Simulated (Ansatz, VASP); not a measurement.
# Cross-check of Mg19Zn13O32 (Zn0.4Mg0.6O, cubic rock salt) between VASP and Ansatz

Aim: how closely do two programs agree when they are given the same cell, functional and k mesh? The cell is invented: As first built, before any earlier steps moved the atoms (in the runner's words): 2x2x2 conventional cells of the MgO type (64 atoms: 32 O, 19 Mg, 13 Zn); Mg/Zn share their sites, the best of 600 random draws by like-pair counts in two shells; start lattice by linear mixing of the end members' cells; atoms moved at random by 0.02 A. It may not be a known or stable phase. The structure shown is the end of the Ansatz relaxation below.

Program: Ansatz 0.2.0. Level of theory: plane waves, with VASP 6.6.1 beside it; single point at PBE with D3(BJ). Results are calculated unless marked as measured.

## 1. The structure

The cell holds 64 atoms: 32 O, 19 Mg and 13 Zn. Its edges and angles: a = 8.488 Å, b = 8.492 Å, c = 8.493 Å, α = 90.0°, β = 90.0°, γ = 90.0°. It derives from MgO (MgO type, space group 225), repeated 2×2×2. As first built, before any earlier steps moved the atoms (in the runner's words): 2x2x2 conventional cells of the MgO type (64 atoms: 32 O, 19 Mg, 13 Zn); Mg/Zn share their sites, the best of 600 random draws by like-pair counts in two shells; start lattice by linear mixing of the end members' cells; atoms moved at random by 0.02 A.

## 2. Ansatz: relaxation, PBE with D3(BJ)

Ansatz runs on its default PAW (the set named soft_2) files.

This run makes the geometry at which the two programs are then compared.

Contents of input.yaml:

```yaml
crystal:
  lattice:
    - [8.5697, -0.00141, -0.0023]
    - [-0.00141, 8.57397, -0.00113]
    - [-0.0023, -0.00113, 8.57419]
  atoms:
    - { symbol: O, position: [0.25298, 0.00276, 0.00299] }
    - { symbol: O, position: [0.25283, 0.25017, 0.2464] }
    - { symbol: O, position: [0.00061, 0.99932, 0.2535] }
    - { symbol: O, position: [0.99975, 0.24912, 0.9992] }
    - { symbol: O, position: [0.25052, 0.00021, 0.49673] }
    - { symbol: O, position: [0.25267, 0.2532, 0.75292] }
    - { symbol: O, position: [0.00085, 0.997, 0.74678] }
    - { symbol: O, position: [0.99783, 0.24687, 0.50059] }
    - { symbol: O, position: [0.25305, 0.49653, 1.0e-05] }
    - { symbol: O, position: [0.25271, 0.74937, 0.24925] }
    - { symbol: O, position: [0.0005, 0.50051, 0.25057] }
    - { symbol: O, position: [0.99768, 0.75071, 0.99698] }
    - { symbol: O, position: [0.25315, 0.49951, 0.49963] }
    - { symbol: O, position: [0.24779, 0.74675, 0.75061] }
    - { symbol: O, position: [0.00069, 0.50343, 0.74925] }
    - { symbol: O, position: [0.99989, 0.75317, 0.50298] }
    - { symbol: O, position: [0.74733, 0.00017, 0.0031] }
    - { symbol: O, position: [0.74754, 0.25027, 0.24934] }
    - { symbol: O, position: [0.49988, 0.99938, 0.25048] }
    - { symbol: O, position: [0.5006, 0.24924, 0.9995] }
    - { symbol: O, position: [0.7505, 0.00315, 0.49674] }
    - { symbol: O, position: [0.74779, 0.25339, 0.75037] }
    - { symbol: O, position: [0.49996, 0.00202, 0.74936] }
    - { symbol: O, position: [0.50378, 0.24918, 0.50016] }
    - { symbol: O, position: [0.74728, 0.49958, 2.0e-05] }
    - { symbol: O, position: [0.74773, 0.74949, 0.24646] }
    - { symbol: O, position: [0.49983, 0.50008, 0.25034] }
    - { symbol: O, position: [0.50364, 0.75008, 0.00242] }
    - { symbol: O, position: [0.7474, 0.49673, 0.49969] }
    - { symbol: O, position: [0.75358, 0.74672, 0.75312] }
    - { symbol: O, position: [0.49995, 0.49706, 0.74943] }
    - { symbol: O, position: [0.50105, 0.75027, 0.49767] }
    - { symbol: Mg, position: [0.24975, 0.99955, 0.2497] }
    - { symbol: Mg, position: [0.24934, 0.24958, 0.99958] }
    - { symbol: Mg, position: [0.00085, 4.0e-05, 0.50039] }
    - { symbol: Mg, position: [0.24925, 0.4999, 0.24996] }
    - { symbol: Mg, position: [0.00081, 0.75052, 0.74994] }
    - { symbol: Mg, position: [0.24979, 0.49995, 0.74962] }
    - { symbol: Mg, position: [0.50002, 0.99948, 0.99948] }
    - { symbol: Mg, position: [0.50018, 0.24965, 0.24977] }
    - { symbol: Mg, position: [0.75064, 0.99968, 0.25] }
    - { symbol: Mg, position: [0.7508, 0.24964, 0.99962] }
    - { symbol: Mg, position: [0.5003, 0.99931, 0.50037] }
    - { symbol: Mg, position: [0.50011, 0.24967, 0.74987] }
    - { symbol: Mg, position: [0.75087, 0.24987, 0.5001] }
    - { symbol: Mg, position: [0.50011, 0.49968, 0.99989] }
    - { symbol: Mg, position: [0.50024, 0.74978, 0.24996] }
    - { symbol: Mg, position: [0.75095, 0.50007, 0.25004] }
    - { symbol: Mg, position: [0.75081, 0.75014, 0.99968] }
    - { symbol: Mg, position: [0.5003, 0.50009, 0.49993] }
    - { symbol: Mg, position: [0.75078, 0.50014, 0.74962] }
    - { symbol: Zn, position: [0.00015, 0.99963, 0.99999] }
    - { symbol: Zn, position: [1.0e-05, 0.24951, 0.25019] }
    - { symbol: Zn, position: [0.00034, 0.25012, 0.74955] }
    - { symbol: Zn, position: [0.25045, 0.0001, 0.75009] }
    - { symbol: Zn, position: [0.25156, 0.24982, 0.49944] }
    - { symbol: Zn, position: [0.99993, 0.50017, 0.99943] }
    - { symbol: Zn, position: [0.99998, 0.7503, 0.25005] }
    - { symbol: Zn, position: [0.25086, 0.74938, 8.0e-05] }
    - { symbol: Zn, position: [0.00013, 0.50006, 0.50034] }
    - { symbol: Zn, position: [0.25045, 0.74995, 0.49982] }
    - { symbol: Zn, position: [0.75032, 0.00017, 0.74978] }
    - { symbol: Zn, position: [0.50081, 0.74872, 0.75043] }
    - { symbol: Zn, position: [0.75048, 0.75011, 0.49973] }
kpoints:
  mp_grid: { grid: [3, 3, 3] }
hamiltonian:
  xc: pbe
  dispersion: d3bj
scf:
  occupations: { method: fixed }
output:
  forces: true
  stress: true
relax:
  f_tol: 0.02
  max_steps: 25
  cell: { stress_tol: 0.1 }
```

Started as:

```console
$ ansatz run input.yaml --threads 32 --pin off --max-ram 143360MiB --backend cuda --events-out ev --progress --plain --runs-dir out
```

Numbers of over 12 decimals in the logs are rounded to 6 here.

Log:

```text
Engine: ansatz 0.2.0, aarch64-unknown-linux-gnu
Pseudopotentials: kind: paw
Pseudopotential: O, paw, valence charge 6, recommended cutoff 420 eV (normal), O.paw.azcp
Pseudopotential: Mg, paw, valence charge 10, recommended cutoff 420 eV (normal), Mg.paw.azcp
Pseudopotential: Zn, paw, valence charge 12, recommended cutoff 420 eV (normal), Zn.paw.azcp
device memory: the entry about to start is reckoned to put 28.4 GiB on a device that reports 182.5 GiB free
GPU FFT provider: cuFFT
GPU libraries: cuBLAS 13.8.1, cuFFT 12.4.0, cuSOLVER 12.3.2
GPU matrix products: emulated (plane waves: as basis.precision tells), large ones in fixed point in workspaces of 1.00 GiB
Crystal: 64 atoms, lattice volume = 630.000 Å³
Basis set: ecut = 420 eV, 12291 PW (Γ), exchange–correlation on 120×120×120 points (8 copies of the dense FFT grid, shifted against one another)
Bands: 333, of which v1, the nominal top of the filled ones, is band 269 counted from 1 (268 counted from 0)
k-points: 14 of 27 (time reversal used)
GPU buffer pool allocated for 216000 grid points (all kernels)
GPU transforms: local potential and band sums: pruned to the plane-wave sphere, on 60×60×60
relax step   1: F+E_penalty+E_count = -97931.45961530 eV  Δ(F+E_penalty+E_count) = +0.000e0 eV  max|allowed force component| = 1.722e-3 eV/Å  Δτ_max = 0.0000 Å  P = -4.558 GPa  Ω = 630.000 Å³  (8 SCF iters, dr2 threshold 1.00e-7 eV, accepted)
[...]
relax step   2: F+E_penalty+E_count = -97931.69917876 eV  Δ(F+E_penalty+E_count) = -2.396e-1 eV  max|allowed force component| = 1.706e-2 eV/Å  Δτ_max = 0.0013 Å  P = -2.184 GPa  Ω = 620.601 Å³  energy of the carried Pulay correction = +4.117e-2 eV  (6 SCF iters, dr2 threshold 6.40e-6 eV, accepted)
[...]
relax step   3: F+E_penalty+E_count = -97931.79309657 eV  Δ(F+E_penalty+E_count) = -9.392e-2 eV  max|allowed force component| = 9.227e-3 eV/Å  Δτ_max = 0.0022 Å  P = +0.091 GPa  Ω = 612.164 Å³  energy of the carried Pulay correction = +7.866e-2 eV  (6 SCF iters, dr2 threshold 6.40e-6 eV, accepted)
[...]
relax step   4: F+E_penalty+E_count = -97931.72618300 eV  Δ(F+E_penalty+E_count) = +6.691e-2 eV  max|allowed force component| = 9.210e-3 eV/Å  Δτ_max = 0.0000 Å  P = -0.091 GPa  Ω = 612.164 Å³  stress off target by 9.76e-2 GPa  SCF on the basis re-selected at this cell (its energy is not comparable with the rows above)  (7 SCF iters)
basis re-selected at this cell: Δ(F+E_penalty+E_count) = +6.691e-2 eV, ΔP = -0.182 GPa vs the last step (what re-selecting the basis moved, of the pressure what is left beyond the Pulay correction that the steps carried, after the strain that the cell walked since its last selection, with what the two solves' SCF thresholds leave and, on support functions, any second-order correction that the steps lacked; it is no m [...]
SCF converged after 7 iterations
Free energy (F): -97931.726183 eV
Internal energy: -97931.726183 eV  (E = F + TS)
E sigma→0 (E₀):  -97931.726183 eV
Fermi energy:    9.202734 eV
--- Forces (eV/Å), atoms counted from 1 ---
  max |Σ_I F_I| component: 8.92e-5 eV/Å
--- Stress (GPa, compression-positive) ---
       -0.093732      -0.002094      -0.003146
       -0.002094      -0.091529      -0.004091
       -0.003146      -0.004091      -0.088389
  P = ⅓ Tr σ = -0.0912 GPa (-0.912 kbar)
--- Band table (eV; the first three rows and the last of 14) ---
--- Relaxed structure (3 steps of the walk, 3 accepted, 1 SCFs on fresh bases) ---
  F+E_penalty+E_count = -97931.72618300 eV   max|allowed force component| = 9.210e-3 eV/Å   (the final SCF, on the basis selected at the relaxed cell)
  cell:  # Å, volume = 612.1644 Å³
    - [8.487830, -0.00142531, -0.00228138]
    - [-0.00142527, 8.492304, -0.00109985]
    - [-0.00228126, -0.00109981, 8.492702]
  atoms:
    [... one line an atom ...]
```

## 3. VASP: single point, PBE with D3(BJ)

The same cell, functional and mesh now go to VASP, with its own data sets.

Lines of VASP's logs that name or quote its potential files are left out, and so is its time.

Contents of INCAR:

```
SYSTEM = Mg19Zn13O32
PREC = Accurate
ENCUT = 520
EDIFF = 1E-06
NELM = 120
ISMEAR = 0
SIGMA = 0.01
LREAL = Auto
ALGO = Normal
GGA = PE
IVDW = 12
NBANDS = 240
LORBIT = 11
LWAVE = .FALSE.
LCHARG = .FALSE.
ISIF = 2
LASPH = .TRUE.
GGA_COMPAT = .FALSE.
EFERMI = MIDGAP
KPAR = 8
```

Contents of POSCAR:

```
Mg19Zn13O32
1.0
    8.4878300000     -0.0014250000     -0.0022810000
   -0.0014250000      8.4923040000     -0.0011000000
   -0.0022810000     -0.0011000000      8.4927020000
O Mg Zn
32 19 13
Direct
    0.2530500000      0.0027900000      0.0030600000
    0.2529300000      0.2501500000      0.2463000000
    0.0005800000      0.9993600000      0.2535600000
    0.9997500000      0.2491900000      0.9992500000
    0.2505400000      0.0001900000      0.4966700000
    0.2527700000      0.2532600000      0.7529700000
    0.0008100000      0.9969800000      0.7467600000
    0.9978200000      0.2468300000      0.5005400000
    0.2531300000      0.4964300000      0.0000000000
    0.2528000000      0.7493700000      0.2492900000
    0.0004700000      0.5004600000      0.2505200000
    0.9976400000      0.7506500000      0.9969200000
    0.2532300000      0.4995300000      0.4996400000
    0.2477500000      0.7467200000      0.7505700000
    0.0006600000      0.5035200000      0.7492900000
    0.9999400000      0.7532400000      0.5030600000
    0.7472200000      0.0001600000      0.0031800000
    0.7474100000      0.2502600000      0.2493600000
    0.4998900000      0.9993900000      0.2504600000
    0.5005600000      0.2492400000      0.9995200000
    0.7505200000      0.0032300000      0.4966600000
    0.7476700000      0.2534700000      0.7503400000
    0.5000000000      0.0020900000      0.7493900000
    0.5039100000      0.2492100000      0.5001300000
    0.7471500000      0.4996000000      0.0000200000
    0.7476000000      0.7495000000      0.2463900000
    0.4998300000      0.5000500000      0.2503300000
    0.5037400000      0.7500400000      0.0025500000
    0.7473000000      0.4966700000      0.4996800000
    0.7536900000      0.7466800000      0.7531700000
    0.4999700000      0.4969200000      0.7494500000
    0.5010100000      0.7502300000      0.4975700000
    0.2497700000      0.9995700000      0.2497200000
    0.2493900000      0.2495700000      0.9995700000
    0.0008400000      0.0000600000      0.5003800000
    0.2493000000      0.4998700000      0.2499500000
    0.0008300000      0.7505300000      0.7499500000
    0.2498300000      0.4999400000      0.7496200000
    0.5000200000      0.9994600000      0.9995100000
    0.5001800000      0.2496500000      0.2497800000
    0.7506000000      0.9997000000      0.2499900000
    0.7507400000      0.2496600000      0.9996300000
    0.5003400000      0.9993300000      0.5003500000
    0.5001300000      0.2496500000      0.7498500000
    0.7508800000      0.2498900000      0.5000700000
    0.5001100000      0.4996700000      0.9999000000
    0.5002300000      0.7497600000      0.2499800000
    0.7508700000      0.5000500000      0.2500200000
    0.7507900000      0.7501200000      0.9996900000
    0.5003100000      0.5000600000      0.4999200000
    0.7507400000      0.5001400000      0.7496400000
    0.0001300000      0.9996600000      0.0000400000
    0.0000000000      0.2495300000      0.2501600000
    0.0003100000      0.2501700000      0.7495900000
    0.2504700000      0.0001200000      0.7500800000
    0.2516100000      0.2498200000      0.4994100000
    0.9999200000      0.5001500000      0.9994700000
    0.9999700000      0.7502800000      0.2500400000
    0.2509000000      0.7493600000      0.0001000000
    0.0001200000      0.5000700000      0.5003100000
    0.2504800000      0.7499300000      0.4998100000
    0.7503100000      0.0001900000      0.7498000000
    0.5008400000      0.7487300000      0.7504200000
    0.7504600000      0.7501100000      0.4997100000
```

Contents of KPOINTS:

```
Automatic mesh
0
Gamma
3 3 3
0 0 0
```

The projector-augmented-wave data sets are O, Mg and Zn (PBE family, release 64).

Started as:

```console
$ mpirun -np 8 vasp_std
```

Log:

```text
[banner, memory and clock lines left out]
running    8 mpi-ranks, on    1 nodes
[...]
|                                                                             |
|           W    W    AA    RRRRR   N    N  II  N    N   GGGG   !!!           |
|           W    W   A  A   R    R  NN   N  II  NN   N  G    G  !!!           |
|           W    W  A    A  R    R  N N  N  II  N N  N  G       !!!           |
|           W WW W  AAAAAA  RRRRR   N  N N  II  N  N N  G  GGG   !            |
|           WW  WW  A    A  R   R   N   NN  II  N   NN  G    G                |
|           W    W  A    A  R    R  N    N  II  N    N   GGGG   !!!           |
|                                                                             |
|     For optimal performance we recommend to set                             |
|       NCORE = 2 up to number-of-cores-per-socket                            |
|     NCORE specifies how many cores store one orbital (NPAR=cpu/NCORE).      |
|     This setting can greatly improve the performance of VASP for DFT.       |
|     The default, NCORE=1 might be grossly inefficient on modern             |
|     multi-core architectures or massively parallel machines. Do your        |
|     Unfortunately you need to use the default for GW and RPA                |
|     calculations (for HF NCORE is supported but not extensively tested      |
|     yet).                                                                   |
|                                                                             |

 LDA part: xc-table for (Slater+PW92), standard interpolation
 POSCAR, INCAR and KPOINTS ok, starting setup
[...]
entering main loop
       N       E                     dE             d eps       ncg     rms          rms(c)
DAV:   1     0.512882623763E+04    0.51288E+04   -0.16533E+05  6720   0.197E+03
DAV:   2     0.777668707922E+03   -0.43512E+04   -0.40905E+04  6824   0.542E+02
DAV:   3    -0.294800932427E+03   -0.10725E+04   -0.10357E+04  7208   0.241E+02
DAV:   4    -0.388716338991E+03   -0.93915E+02   -0.92810E+02  7920   0.800E+01
[...]
DAV:  16    -0.338514855978E+03    0.60787E-06   -0.49723E-04  7584   0.834E-02    0.254E-02
DAV:  17    -0.338514854289E+03    0.16890E-05   -0.82326E-05  8840   0.332E-02    0.685E-03
DAV:  18    -0.338514854956E+03   -0.66715E-06   -0.68804E-06  7128   0.170E-02
   1 F= -.35655918E+03 E0= -.35655918E+03  d E =0.000000E+00
```

Parts of OUTCAR (step 3):

```text
 Edisp (eV)  -18.04432

  Total      -0.41780    -0.39618    -0.37927    -0.00990    -0.01783    -0.00777
  in kB      -1.09349    -1.03689    -0.99265    -0.02591    -0.04666    -0.02034
  external pressure =       -1.04 kB  Pullay stress =        0.00 kB

 POSITION                                       TOTAL-FORCE (eV/Angst)
 -----------------------------------------------------------------------------------
      2.14783      0.02333      0.02541         0.049532      0.049076      0.051975
      2.14591      2.12372      2.09090         0.048280      0.003212     -0.048355
      0.00292      8.48659      2.15231         0.004617     -0.005311      0.047704
      8.48307      2.11367      8.48378        -0.004583     -0.001023     -0.000617
      2.12541      0.00071      4.21750         0.003884      0.005259     -0.047824
      2.14339      2.14957      6.39389         0.047063      0.050951      0.050488
      0.00375      8.46583      6.34091         0.002137     -0.050944     -0.052729
      8.46783      2.09418      4.24839        -0.049175     -0.050408      0.001590
      2.14782      4.21547     -0.00112         0.049860     -0.046550      0.002061
      2.14409      6.36324      2.11574         0.042134     -0.005856     -0.005105
      0.00270      4.24978      2.12704         0.002624      0.002391      0.002365
      8.46446      6.37223      8.46344        -0.049724      0.002207     -0.048835
      2.14752      4.24125      4.24217         0.044500     -0.005985     -0.003574
      2.10008      6.34019      6.37298        -0.048495     -0.052546      0.003433
[...]
-----------------------------------------------------------------------------------
    total drift:                               -0.019708      0.012812      0.013462

  FREE ENERGIE OF THE ION-ELECTRON SYSTEM (eV)
  ---------------------------------------------------
  free  energy   TOTEN  =      -356.5591768997 eV

  energy  without entropy=     -356.5591768997  energy(sigma->0) =     -356.55917690

[... 1 further part left out ...]
```

The run ends at a pressure of -0.10 GPa, with forces up to 0.087 eV/Å.

## 4. Comparison

Known differences besides the potentials themselves: fixed occupations in Ansatz, narrow Gaussian smearing in VASP; the data sets hold 538 valence electrons in Ansatz (on its default PAW (the set named soft_2) files) and 386 in VASP; the cutoff is 420 eV in Ansatz and 520 eV in VASP (PREC = Accurate, projectors in real space). Total energies have different zeros and are not compared.

Both answers:

| quantity | Ansatz | VASP | difference |
| --- | --- | --- | --- |
| gap on the k mesh (eV) | 2.490 | 2.462 | +0.028 |

A gap on the mesh is an upper bound, since the band edges may lie between its points.

## 5. Results

| Item | Value |
| --- | --- |
| difference in gap on the k mesh (single point, PBE with D3(BJ)) | 0.028 eV |

The difference in gap on the k mesh is 0.028 eV (single point, PBE with D3(BJ)), within the 0.08 eV picked in this series as the mark of a large difference. The data sets hold unlike numbers of valence electrons (538 in Ansatz and 386 in VASP), so part of the differences comes from the potentials. How closely two codes agree says nothing of how well the functional describes the real material.

[Lines on the potential files, build, host, timing and source positions are cut from VASP's logs without a mark.]

[Logs are printed without paths, hosts, clocks, repeated set-up lines and the standing remarks that a program may print on its own settings, such as how far it seeks lower states.]

[Hosts, paths, dates, database ids (printed as entryN), source tags and the programs' standing remarks are cut or masked in the printed files.]
